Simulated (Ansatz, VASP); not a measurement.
## Sn in VASP and in Ansatz

File POSCAR:

```
Sn
1.0
   -1.8559746029      1.8559746029      1.8559746029
    1.8559746029     -1.8559746029      1.8559746029
    1.8559746029      1.8559746029     -1.8559746029
Sn
1
Direct
    0.0000000000      0.0000000000      0.0000000000
```

INCAR.step1

```
  ALGO = Normal
  EDIFF = 1E-4
  ENCUT = 520
  GGA = PE
  ISMEAR = -1
  LASPH = True
  LCHARG = False
  LREAL = False
  LWAVE = True
  NBANDS = 13
  NELM = 100
  PREC = Accurate
  SIGMA = 0.05
```

File INCAR.step2:

```
  ALGO = Normal
  EDIFF = 1E-6
  ENCUT = 520
  ISIF = 2
  ISMEAR = -1
  ISTART = 1
  LASPH = True
  LCHARG = False
  LMIXTAU = True
  LREAL = False
  LWAVE = False
  METAGGA = R2SCAN
  NBANDS = 13
  NELM = 100
  PREC = Accurate
  SIGMA = 0.05
```

KPOINTS

```
k-points
0
Gamma
  10 10 10
```

input.yaml

```yaml
crystal:
  lattice:
    - [-1.8559746029, 1.8559746029, 1.8559746029]
    - [1.8559746029, -1.8559746029, 1.8559746029]
    - [1.8559746029, 1.8559746029, -1.8559746029]
  atoms:
    - { symbol: Sn, position: [0.0, 0.0, 0.0] }
hamiltonian:
  xc: r2scan
  pseudopotentials: { kind: paw }
kpoints:
  mp_grid: { grid: [10, 10, 10] }
scf:
  occupations: { method: fermi_dirac, width: 0.05 }
output:
  forces: true
  stress: true
  eigenvalues: true
```

This isn't the form of Sn at room conditions, which is tetragonal (white tin).

Alike in both runs: task single point; functional r2SCAN; k mesh 10 × 10 × 10; occupations fermi-dirac, width 0.05 eV; no spin polarisation.

|  | VASP | Ansatz |
| --- | --- | --- |
| version | VASP 6.6.1 | Ansatz 0.2.0 |
| potentials or method | VASP PAW PBE potentials, release 64 (Sn_d) | Ansatz PAW |
| plane-wave cutoff (eV) | 520 | 500 |
| valence electrons in the cell | 14 | 14 |

VASP gave:

* gap on the k mesh at the Fermi level (eV): none
* pressure (GPa): 2.6

Question: Estimate Ansatz's values.

Answer: gap on the k mesh at the Fermi level (eV): none; pressure (GPa): 2.5.

A gap of «none» marks a metal or a gap that the smearing closes.

Caveats: the PAW data sets were made with another functional, which shifts forces and pressure a little (VASP); the PAW data sets come from PBE, with cores solved anew for the run's functional, which leaves a small shift of forces and pressure (Ansatz).
